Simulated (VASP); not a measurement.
W, 1 atom in the cell. The structure is cubic, space group Fm-3m (No. 225). The conventional cell has a = 4.060 Å, b = 4.060 Å, c = 4.060 Å, α = 90.00°, β = 90.00°, γ = 90.00°. Around W (site symmetry m-3m) lie 12 W at 2.87 Å. This isn't the form of W at room conditions, which is bcc.

* Program: VASP 6.6.1
* Task: band structure
* Functional: PBE
* Potentials or basis: VASP PAW PBE potentials, release 64 (W_sv)
* Cutoff: 520 eV
* k mesh: 8 × 8 × 8
* Occupations: fermi-dirac, width 0.05 eV
* Spin: spin-orbit coupling, no magnetisation
* Further INCAR settings: ALGO = Fast; EDIFF = 1e-07; NBANDS = 25

Potentials or basis: VASP PAW PBE potentials, release 64 (W_sv).

Run with:

```sh
$ cat potpaw_PBE.64/W_sv/POTCAR > POTCAR
$ cp INCAR.step1 INCAR
$ cp KPOINTS.step1 KPOINTS
$ mpirun -np 1 vasp_ncl > vasp.out
$ cp INCAR.step2 INCAR
$ cp KPOINTS.step2 KPOINTS
$ mpirun -np 1 vasp_ncl > vasp.out
```

Hardware: 1 thread of Intel(R) Xeon(R) 6975P-C (Granite Rapids), on a shared host.

Estimate the wall time of this run.

Run time: 88 s on 1 thread of Intel(R) Xeon(R) 6975P-C (Granite Rapids) (shared host), peak memory 0.27 GiB. Counts: scf iterations 9, k points 200.
